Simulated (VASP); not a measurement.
Write the native input for VASP 6.6.1 that does the following.

* Task: relaxation of cell and atoms
* Functional: LDA
* Potentials or basis: VASP PAW LDA potentials, release 64 (Ga_d, P)
* Cutoff: 600 eV
* k mesh: 10 × 10 × 10
* Occupations: fermi-dirac, width 0.05 eV
* Spin: no spin polarisation
* P gpa: 0
* Further INCAR settings: ALGO = Normal; EDIFF = 1e-06; IBRION = 2; EDIFFG = -0.005; NSW = 40; ISIF = 3

The structure of GaP lies in POSCAR:

```
GaP
1.0
    0.0000000000      2.7250000000      2.7250000000
    2.7250000000      0.0000000000      2.7250000000
    2.7250000000      2.7250000000      0.0000000000
Ga P
1 1
Direct
    0.0000000000      0.0000000000      0.0000000000
    0.2500000000      0.2500000000      0.2500000000
```

The cell was built by a generator and isn't the measured one.

The input as run:

INCAR

```
PREC     = Accurate       # precision mode
ENCUT    = 600            # plane-wave cutoff, eV
EDIFF    = 1E-6           # SCF threshold, eV
ISMEAR   = -1             # smearing method
SIGMA    = 0.05           # smearing width, eV
LREAL    = False          # projectors in reciprocal space
LASPH    = True           # aspherical terms in the spheres
NELM     = 60             # most SCF steps
ALGO     = Normal         # electronic algorithm
ISIF     = 3              # what is computed and relaxed
LWAVE    = False          # write WAVECAR
LCHARG   = False          # write CHGCAR
GGA      = CA             # functional
IBRION   = 2              # ionic algorithm
NSW      = 40             # ionic steps
EDIFFG   = -0.005         # ionic threshold
PSTRESS  = 0
```

KPOINTS

```
Automatic mesh
0
Gamma
  10 10 10
```

Potentials or basis: VASP PAW LDA potentials, release 64 (Ga_d, P).

Launch:

```bash
$ cat potpaw_LDA.64/Ga_d/POTCAR potpaw_LDA.64/P/POTCAR > POTCAR
$ mpirun -np 1 vasp_std > vasp.out
```

Results of the run:

```
Relaxed volume                         : 19.61 Å³/atom
Relaxed cell                           : a = 3.814 Å, b = 3.814 Å, c = 3.814 Å, α = 60.00°, β = 60.00°, γ = 60.00°
Space group after relaxing (to 0.05 Å) : F-43m (No. 216)
Energy gained by relaxing              : 5.3 meV/atom
Ionic steps                            : 6
Pressure after relaxing                : 0.0 GPa
Band gap on the k mesh                 : 1.40 eV, indirect (least direct gap 1.90 eV)
```

Run time: 50 s on 1 thread of AMD EPYC 9R45 96-Core Processor (Zen 5), on a shared host, peak memory 0.15 GiB.
